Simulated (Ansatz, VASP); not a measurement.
MgO in VASP and in Ansatz

```
CELL_PARAMETERS angstrom
0.00000 2.13515 2.13515
2.05508 0.00000 2.13515
2.05508 2.13515 0.00000
ATOMIC_POSITIONS crystal
Mg 0.00000 0.00000 0.00000
O 0.50000 0.50000 0.50000
```

Change from the starting cell: strain -0.0375 x Voigt [1, 0, 0, 0, 0, 0], atoms carried along.

Alike in both runs: task single point; functional r2SCAN; k mesh 10 × 10 × 10; occupations gaussian, width 0.05 eV; no spin polarisation.

```csv
,VASP,Ansatz
version,VASP 6.6.1,Ansatz 0.2.0
potentials or method,"VASP PAW PBE potentials, release 64 (Mg, O)","scalar-relativistic, plane waves, PAW"
plane-wave cutoff (eV),520,500
valence electrons in the cell,8,16
```

|  | VASP | Ansatz | Ansatz less VASP |
| --- | --- | --- | --- |
| gap on the k mesh at the Fermi level (eV) | 5.53 | 5.56 | +0.025 |
| least direct gap on the mesh (eV) | 5.53 | 5.56 | +0.025 |
| pressure (GPa) | -2.0 | -0.9 | +1.13 |
| largest component of the traceless stress (GPa) | 5.64 | 5.65 | +0.009 |

The two sets of potentials don't hold the same shells in valence.

Caveats: the PAW data sets were made with another functional, which shifts forces and pressure a little (VASP).
